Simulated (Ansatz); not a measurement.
Set up this calculation in Ansatz 0.2.0, as the native input.

* Task: band structure
* Functional: PBEsol
* Potentials or basis: all-electron LAPW, relativistic spinors
* Cutoff: 42 eV (chosen from the basis error)
* Basis error allowed: 0.001 eV/atom
* k mesh: 4 × 4 × 4
* Occupations: fermi-dirac, width 0.05 eV
* Spin: spin-orbit coupling, no magnetisation

The system is Cs.

```xyz
1
Lattice="-3.1285 3.1285 3.1285 3.1285 -3.1285 3.1285 3.1285 3.1285 -3.1285" Properties=species:S:1:pos:R:3 pbc="T T T"
Cs    0.0000    0.0000    0.0000
```

These files were run (other wordings do the same):

input.yaml

```yaml
crystal:
  lattice:
    - [-3.1284650614, 3.1284650614, 3.1284650614]
    - [3.1284650614, -3.1284650614, 3.1284650614]
    - [3.1284650614, 3.1284650614, -3.1284650614]
  atoms:
    - { symbol: Cs, position: [0.0, 0.0, 0.0] }
kpoints:
  mp_grid: { grid: [4, 4, 4] }
  band_path:
    path:
      - [0.0, 0.0, 0.0]
      - [0.5, -0.5, 0.5]
      - [0.0, 0.0, 0.5]
      - [0.0, 0.0, 0.0]
      - [0.25, 0.25, 0.25]
      - [0.5, -0.5, 0.5]
    npoints: 12
scf:
  occupations: { method: fermi_dirac, width: 0.05 }
hamiltonian:
  xc: pbesol
  pseudopotentials: { kind: all_electron, lapw: { basis_error: 0.001 } }
magnetization:
  noncollinear: true
  spin_orbit: true
output:
  forces: true
  stress: true
  eigenvalues: true
```

Potentials or basis: all-electron LAPW, relativistic spinors.

Command:

```bash
$ ansatz run input.yaml --threads 1 --pin off --max-ram 3072MiB --backend cpu --events-out ev --progress --plain --runs-dir out
```

Results of the run:

```yaml
Pressure: -0.2 GPa
Band_gap_along_the_path: none (metal or under the smearing width)
```

Caveat: the k mesh is thin for a metal, which can move the energy by tens of meV per atom.

Run time: 18 s on 1 thread of Intel(R) Xeon(R) Processor @ 2.50GHz (Skylake/Cascade Lake), with other jobs on the host, peak memory 0.27 GiB.
